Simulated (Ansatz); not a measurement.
The system is CoSi.

```
CELL_PARAMETERS angstrom
2.78133 0.00000 0.00000
0.00000 2.78133 0.00000
0.00000 0.00000 2.78133
ATOMIC_POSITIONS crystal
Co 0.00000 0.00000 0.00000
Si 0.50000 0.50000 0.50000
```

Measurements of this composition are mostly on another form, of space group No. 198.

```yaml
Program: Ansatz 0.2.0
Task: relaxation of cell and atoms
Functional: B3LYP
Potentials_or_basis: Ansatz PAW
Cutoff: "420 eV (not typed: the program's choice for these potentials)"
k_mesh: 5 × 5 × 5
Occupations: fermi-dirac, width 0.05 eV
Spin: collinear spin, ferromagnetic start
Starting_moments: "[2.0, 0.0] μB"
```

At the start: volume 10.76 Å³/atom.

Q: Where does the relaxation end?

A: It ends after 5 steps and the volume is 10.99 Å³/atom (+2.2 %); space group Pm-3m (No. 221, to 0.05 Å); moment 0.87 μB per cell.

Step by step:
| step | energy change (eV) | largest force (eV/Å) | volume (Å³) |
| --- | --- | --- | --- |
| 1 | 0.0000 | 0.0000 | 21.52 |
| 2 | -0.0052 | 0.0000 | 21.77 |
| 3 | -0.0064 | 0.0000 | 21.97 |
| 4 | -0.0064 | 0.0000 | 21.98 |
| 5 | -0.0068 | 0.0000 | 21.98 |

Final structure:
```
Co Si
1.0
     2.80118    0.00000    0.00000
     0.00000    2.80118    0.00000
     0.00000    0.00000    2.80118
Co Si
1 1
Cartesian
  0.0000 0.0000 0.0000
  1.4006 1.4006 1.4006
```

Caveat: the k mesh is coarse (spacing up to 0.45 Å⁻¹), so the values aren't converged, least of all with exact exchange; the magnetic or orbital state may not be the lowest; the plane-wave basis is chosen anew once the cell has moved, so the energies of steps on either side of that aren't comparable; the PAW data sets come from PBE, with cores solved anew for the run's functional, which leaves a small shift of forces and pressure.
